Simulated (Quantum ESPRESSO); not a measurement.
# Hf (Im-3m) in Quantum ESPRESSO: a series of runs, part 4 of 4

Quantum ESPRESSO 7.5. The steps go on from the part before.

## (5) Wannier functions, LDA

Contents of pw.in:

```
&CONTROL
  calculation = 'scf'
  prefix = 'pwscf'
  outdir = './tmp'
  pseudo_dir = './pseudo'
  tprnfor = .true.
  tstress = .true.
  disk_io = 'low'
/
&SYSTEM
  ibrav = 0
  nat = 1
  ntyp = 1
  ecutwfc = 45
  ecutrho = 360
  nbnd = 12
  occupations = 'smearing'
  smearing = 'fd'
  degauss = 0.00367493
/
&ELECTRONS
  conv_thr = 2d-10
  electron_maxstep = 120
  mixing_beta = 0.5
/
ATOMIC_SPECIES
Hf   178.4900 hf_lda_v1.uspp.F.UPF
CELL_PARAMETERS angstrom
  -1.8050000000    1.8050000000    1.8050000000
   1.8050000000   -1.8050000000    1.8050000000
   1.8050000000    1.8050000000   -1.8050000000
ATOMIC_POSITIONS angstrom
Hf     0.0000000000    0.0000000000    0.0000000000
K_POINTS automatic
8 8 8 0 0 0
```

Contents of nscf.in:

```
&CONTROL
  calculation = 'nscf'
  prefix = 'pwscf'
  outdir = './tmp'
  pseudo_dir = './pseudo'
  disk_io = 'low'
/
&SYSTEM
  ibrav = 0
  nat = 1
  ntyp = 1
  ecutwfc = 45
  ecutrho = 360
  nbnd = 21
  occupations = 'smearing'
  smearing = 'fd'
  degauss = 0.00367493
  nosym = .true.
  noinv = .true.
/
&ELECTRONS
  conv_thr = 1d-09
  electron_maxstep = 120
  mixing_beta = 0.5
  diago_full_acc = .true.
  startingwfc = 'random'
/
ATOMIC_SPECIES
Hf   178.4900 hf_lda_v1.uspp.F.UPF
CELL_PARAMETERS angstrom
  -1.8050000000    1.8050000000    1.8050000000
   1.8050000000   -1.8050000000    1.8050000000
   1.8050000000    1.8050000000   -1.8050000000
ATOMIC_POSITIONS angstrom
Hf     0.0000000000    0.0000000000    0.0000000000
K_POINTS crystal
216
  0.00000000   0.00000000   0.00000000 4.62962963e-03
  0.00000000   0.00000000   0.16666667 4.62962963e-03
  0.00000000   0.00000000   0.33333333 4.62962963e-03
  0.00000000   0.00000000   0.50000000 4.62962963e-03
  0.00000000   0.00000000   0.66666667 4.62962963e-03
  0.00000000   0.00000000   0.83333333 4.62962963e-03
[... 208 lines left out ...]
  0.83333333   0.83333333   0.66666667 4.62962963e-03
  0.83333333   0.83333333   0.83333333 4.62962963e-03
```

Contents of pw2wan.in:

```
&INPUTPP
  prefix = 'pwscf'
  outdir = './tmp'
  seedname = 'w'
  write_mmn = .true.
  write_amn = .true.
/
```

Contents of bands.in:

```
&CONTROL
  calculation = 'bands'
  prefix = 'pwscf'
  outdir = './tmp'
  pseudo_dir = './pseudo'
  disk_io = 'low'
/
&SYSTEM
  ibrav = 0
  nat = 1
  ntyp = 1
  ecutwfc = 45
  ecutrho = 360
  nbnd = 21
  occupations = 'smearing'
  smearing = 'fd'
  degauss = 0.00367493
/
&ELECTRONS
  conv_thr = 1d-08
  electron_maxstep = 120
  mixing_beta = 0.5
  diago_full_acc = .true.
  startingwfc = 'random'
/
ATOMIC_SPECIES
Hf   178.4900 hf_lda_v1.uspp.F.UPF
CELL_PARAMETERS angstrom
  -1.8050000000    1.8050000000    1.8050000000
   1.8050000000   -1.8050000000    1.8050000000
   1.8050000000    1.8050000000   -1.8050000000
ATOMIC_POSITIONS angstrom
Hf     0.0000000000    0.0000000000    0.0000000000
K_POINTS crystal
44
  0.00000000   0.00000000   0.00000000 1
  0.05555600  -0.05555600   0.05555600 1
  0.11111100  -0.11111100   0.11111100 1
  0.16666700  -0.16666700   0.16666700 1
  0.22222200  -0.22222200   0.22222200 1
  0.27777800  -0.27777800   0.27777800 1
  0.33333300  -0.33333300   0.33333300 1
  0.38888900  -0.38888900   0.38888900 1
  0.44444400  -0.44444400   0.44444400 1
  0.50000000  -0.50000000   0.50000000 1
  0.41666700  -0.41666700   0.50000000 1
  0.33333300  -0.33333300   0.50000000 1
  0.25000000  -0.25000000   0.50000000 1
  0.16666700  -0.16666700   0.50000000 1
  0.08333300  -0.08333300   0.50000000 1
  0.00000000   0.00000000   0.50000000 1
  0.00000000   0.00000000   0.41666700 1
  0.00000000   0.00000000   0.33333300 1
  0.00000000   0.00000000   0.25000000 1
  0.00000000   0.00000000   0.16666700 1
  0.00000000   0.00000000   0.08333300 1
  0.00000000   0.00000000   0.00000000 1
  0.03125000   0.03125000   0.03125000 1
  0.06250000   0.06250000   0.06250000 1
  0.09375000   0.09375000   0.09375000 1
  0.12500000   0.12500000   0.12500000 1
  0.15625000   0.15625000   0.15625000 1
  0.18750000   0.18750000   0.18750000 1
  0.21875000   0.21875000   0.21875000 1
  0.25000000   0.25000000   0.25000000 1
  0.28125000   0.15625000   0.28125000 1
  0.31250000   0.06250000   0.31250000 1
  0.34375000  -0.03125000   0.34375000 1
  0.37500000  -0.12500000   0.37500000 1
  0.40625000  -0.21875000   0.40625000 1
  0.43750000  -0.31250000   0.43750000 1
  0.46875000  -0.40625000   0.46875000 1
  0.50000000  -0.50000000   0.50000000 1
  0.25000000   0.25000000   0.25000000 1
  0.20000000   0.20000000   0.30000000 1
  0.15000000   0.15000000   0.35000000 1
  0.10000000   0.10000000   0.40000000 1
  0.05000000   0.05000000   0.45000000 1
  0.00000000   0.00000000   0.50000000 1
```

Contents of w.win:

```
num_wann = 9
num_bands = 17
guiding_centres = true
dis_froz_max = 16.28
dis_num_iter = 600
dis_mix_ratio = 0.5
dis_conv_tol = 1.0d-9
num_iter = 1200
search_shells = 100
kmesh_tol = 1.0d-4
conv_tol = 1.0d-8
conv_window = 4
num_print_cycles = 200
fermi_energy = 13.2759
bands_plot = true
write_hr = true
mp_grid = 6 6 6
exclude_bands = 1-4
begin projections
Hf: s;p;d
end projections
begin unit_cell_cart
ang
 -1.8050000000   1.8050000000   1.8050000000
  1.8050000000  -1.8050000000   1.8050000000
  1.8050000000   1.8050000000  -1.8050000000
end unit_cell_cart
begin atoms_frac
Hf   0.0000000000   0.0000000000   0.0000000000
end atoms_frac
begin kpoint_path
G   0.0000000000   0.0000000000   0.0000000000  H   0.5000000000  -0.5000000000   0.5000000000
H   0.5000000000  -0.5000000000   0.5000000000  N   0.0000000000   0.0000000000   0.5000000000
N   0.0000000000   0.0000000000   0.5000000000  G   0.0000000000   0.0000000000   0.0000000000
G   0.0000000000   0.0000000000   0.0000000000  P   0.2500000000   0.2500000000   0.2500000000
P   0.2500000000   0.2500000000   0.2500000000  H   0.5000000000  -0.5000000000   0.5000000000
P   0.2500000000   0.2500000000   0.2500000000  N   0.0000000000   0.0000000000   0.5000000000
end kpoint_path
bands_num_points = 9
begin kpoints
  0.00000000   0.00000000   0.00000000
  0.00000000   0.00000000   0.16666667
  0.00000000   0.00000000   0.33333333
  0.00000000   0.00000000   0.50000000
  0.00000000   0.00000000   0.66666667
  0.00000000   0.00000000   0.83333333
[... 208 lines left out ...]
  0.83333333   0.83333333   0.66666667
  0.83333333   0.83333333   0.83333333
end kpoints
```

Potentials or basis: GBRV 1.5 LDA.

Launch:

```console
> OMP_NUM_THREADS=1 pw.x -in pw.in > pw.out
> OMP_NUM_THREADS=1 pw.x -in nscf.in > nscf.out
> wannier90.x -pp w
> OMP_NUM_THREADS=1 pw2wannier90.x -in pw2wan.in > pw2wan.out
> wannier90.x w
> OMP_NUM_THREADS=1 pw.x -in bands.in > bands.out
```

pw.out:

```text
This program is part of the open-source Quantum ESPRESSO suite
     for quantum simulation of materials; please cite
[... 9 lines left out ...]
     --------------------
     sticks:   dense  smooth     PW     G-vecs:    dense   smooth      PW
     Sum         941     471    173                18245     6531    1505

     Using Slab Decomposition

     bravais-lattice index     =            0
     lattice parameter (alat)  =       5.9079  a.u.
     unit-cell volume          =     158.7407 (a.u.)^3
     number of atoms/cell      =            1
     number of atomic types    =            1
     number of electrons       =        12.00
     number of Kohn-Sham states=           12
     kinetic-energy cutoff     =      45.0000  Ry
     charge density cutoff     =     360.0000  Ry
     scf convergence threshold =      2.0E-10
     mixing beta               =       0.5000
     number of iterations used =            8  plain     mixing
     Exchange-correlation= SLA  PZ   NOGX NOGC
                           (   1   1   0   0   0   0   0)

     celldm(1)=   5.907948  celldm(2)=   0.000000  celldm(3)=   0.000000
     celldm(4)=   0.000000  celldm(5)=   0.000000  celldm(6)=   0.000000

     crystal axes: (cart. coord. in units of alat)
               a(1) = (  -0.577350   0.577350   0.577350 )
               a(2) = (   0.577350  -0.577350   0.577350 )
               a(3) = (   0.577350   0.577350  -0.577350 )

     reciprocal axes: (cart. coord. in units 2 pi/alat)
               b(1) = ( -0.000000  0.866025  0.866025 )
               b(2) = (  0.866025 -0.000000  0.866025 )
               b(3) = (  0.866025  0.866025  0.000000 )

[... 144 lines left out ...]
     iteration #  9     ecut=    45.00 Ry     beta= 0.50
     Davidson diagonalization with overlap
     ethr =  1.27E-11,  avg # of iterations =  1.5

     negative rho (up, down):  1.120E-01 0.000E+00

     End of self-consistent calculation

          k = 0.0000 0.0000 0.0000 (   791 PWs)   bands (ev):

   -48.3466 -16.6523 -16.6523 -16.6523   6.4259  14.6974  14.6974  14.6974
    17.3488  17.3488  26.3099  26.3099
[... 68 lines left out ...]
   -48.2898 -17.1685 -16.9862 -16.8181  11.8800  12.6262  12.8716  17.9438
    18.0990  19.6647  22.5433  24.5573

          k = 0.0000-0.1083 0.3248 (   811 PWs)   bands (ev):

   -48.3124 -17.0063 -16.8065 -16.7367   8.8096  13.8320  14.0897  15.5506
    16.5776  18.1304  25.7371  28.4012

          k =-0.0000-0.2165 0.4330 (   812 PWs)   bands (ev):

   -48.2938 -17.2321 -16.8892 -16.7323  10.1575  13.2190  13.5533  16.1709
    18.1599  18.7663  23.8832  26.2309

          k = 0.1083-0.1083 0.4330 (   809 PWs)   bands (ev):

   -48.2945 -17.1484 -16.9108 -16.7797  10.1910  12.9502  14.0782  15.7081
    17.6728  18.4137  24.4841  27.8945

          k =-0.8660-0.3248-0.3248 (   810 PWs)   bands (ev):
[... 51 lines left out ...]
   -48.2506 -17.1485 -17.1485 -17.1485  10.9184  10.9184  19.6340  19.6340
    19.6340  20.1368  20.1368  20.1368

     the Fermi energy is    13.2759 ev

!    total energy              =    -158.55955747 Ry
     estimated scf accuracy    <          6.5E-11 Ry
     smearing contrib. (-TS)   =      -0.00122742 Ry
     internal energy E=F+TS    =    -158.55833004 Ry

     The total energy is F=E-TS. E is the sum of the following terms:
     one-electron contribution =     -20.82152404 Ry
     hartree contribution      =      14.28702866 Ry
     xc contribution           =     -75.20524337 Ry
     ewald contribution        =     -76.81859129 Ry

     convergence has been achieved in   9 iterations

     negative rho (up, down):  1.120E-01 0.000E+00

     Forces acting on atoms (cartesian axes, Ry/au):

     atom    1 type  1   force =     0.00000000    0.00000000    0.00000000

     Total force =     0.000000     Total SCF correction =     0.000000

     Computing stress (Cartesian axis) and pressure

     negative rho (up, down):  1.120E-01 0.000E+00
          total   stress  (Ry/bohr**3)                   (kbar)     P=     -127.61
  -0.00086747   0.00000000   0.00000000         -127.61        0.00        0.00
   0.00000000  -0.00086747   0.00000000            0.00     -127.61        0.00
   0.00000000   0.00000000  -0.00086747            0.00        0.00     -127.61

=------------------------------------------------------------------------------=
   JOB DONE.
=------------------------------------------------------------------------------=
```

w-pp.out:

```text
x           y           z                         |
 |            ---        --------------------------------                     |
 |             1         0.290082    0.290082    0.000000                     |
 |             2         0.290082    0.000000    0.290082                     |
 |             3         0.000000    0.290082    0.290082                     |
 |             4         0.000000   -0.290082    0.290082                     |
 |             5        -0.290082    0.000000    0.290082                     |
 |             6        -0.290082    0.290082    0.000000                     |
 +----------------------------------------------------------------------------+

 Time to get kmesh              0.262 (sec)
 *============================================================================*
 |                              MEMORY ESTIMATE                               |
 *============================================================================*
 |                        Disentanglement           16.12 Mb                  |
 |                            Wannierise:            9.03 Mb                  |
 |                          plot_wannier:            9.03 Mb                  |
 *----------------------------------------------------------------------------*

 Starting a new Wannier90 calculation ...

 Time to write kmesh            0.285 (sec)

 Exiting... w.nnkp written.
```

It took 82 s on 1 thread of AMD EPYC 7R43 (Zen 3), shared host; peak memory 0.16 GiB.

What came out:

```yaml
Free_energy: -2157.3127 eV
Pressure: -12.8 GPa
Band_gap_on_the_k_mesh: none (metal or under the smearing width)
Total_Wannier_spread: 12.18 Å² over 9 functions
RMS_miss_of_the_Wannier_bands: 0.016 eV
```

Levels at the corners of the path, in eV from the Fermi level:
| point | band 2 | band 3 | band 4 | band 5 | band 6 | band 7 | band 8 | band 9 | band 10 | band 11 |
| --- | --- | --- | --- | --- | --- | --- | --- | --- | --- | --- |
| Γ | -29.93 | -29.93 | -29.93 | -6.85 | 1.42 | 1.42 | 1.42 | 4.07 | 4.07 | 13.03 |
| H | -30.42 | -30.42 | -30.42 | -2.36 | -2.36 | 6.36 | 6.36 | 6.36 | 6.86 | 6.86 |
| N | -30.63 | -30.16 | -29.93 | -3.23 | -0.46 | 0.99 | 3.86 | 4.81 | 7.13 | 9.41 |
| Γ | -29.93 | -29.93 | -29.93 | -6.85 | 1.42 | 1.42 | 1.42 | 4.07 | 4.07 | 13.03 |
| P | -30.28 | -30.28 | -30.28 | -0.61 | -0.61 | -0.61 | 4.95 | 4.95 | 5.08 | 10.88 |
| H | -30.42 | -30.42 | -30.42 | -2.36 | -2.36 | 6.36 | 6.36 | 6.36 | 6.86 | 6.86 |
| P | -30.28 | -30.28 | -30.28 | -0.61 | -0.61 | -0.61 | 4.95 | 4.95 | 5.08 | 10.88 |
| N | -30.63 | -30.16 | -29.93 | -3.23 | -0.46 | 0.99 | 3.86 | 4.81 | 7.13 | 9.41 |

Wannier functions:
| function | nearest atom | distance (Å) | spread (Å²) | on-site energy from the reference level (eV) |
| --- | --- | --- | --- | --- |
| 1 | 1 Hf | 0.95 | 1.39 | 7.04 |
| 2 | 1 Hf | 0.96 | 1.39 | 7.05 |
| 3 | 1 Hf | 0.95 | 1.39 | 7.05 |
| 4 | 1 Hf | 0.95 | 1.39 | 7.04 |
| 5 | 1 Hf | 0.96 | 1.39 | 7.05 |
| 6 | 1 Hf | 0.00 | 1.29 | 3.83 |
| 7 | 1 Hf | 0.00 | 1.29 | 3.83 |
| 8 | 1 Hf | 0.95 | 1.39 | 7.05 |
| 9 | 1 Hf | 0.00 | 1.29 | 3.83 |

Parts of the spread (Å²): invariant 10.09, diagonal 0.002, off-diagonal 2.09, total 12.18. Against the direct bands the interpolation misses by 16 meV (root mean square) and 68 meV at most, for states up to 1 eV over the reference level.

Caveat: spin-orbit coupling is left out, which moves the levels of the heavy elements.

## (6) Summary

```csv
task,cell,k mesh,smearing,k mesh for the Wannier functions,projections,gap on the mesh (eV),pressure (GPa)
phonons,relaxed to 25 GPa,10 × 10 × 10,cold 0.2 eV,-,-,none,24.6
phonons,relaxed to 50 GPa,10 × 10 × 10,cold 0.2 eV,-,-,none,49.6
phonons,relaxed to 80 GPa,10 × 10 × 10,cold 0.2 eV,-,-,none,79.5
Wannier functions,as given,8 × 8 × 8,fermi-dirac 0.05 eV,6 × 6 × 6,Hf spd,none,-12.8
```

Alike in all rows: level LDA; potentials or basis GBRV 1.5 LDA; no spin polarisation; cutoff (eV) 612.

Caveats: the mesh is thin for the phonons of a metal (some runs); the cell is more than 3 GPa from zero pressure, which shifts response properties (some runs); spin-orbit coupling is left out, which moves the levels of the heavy elements (some runs).

Absolute energies hang on the potentials; compare differences alone.
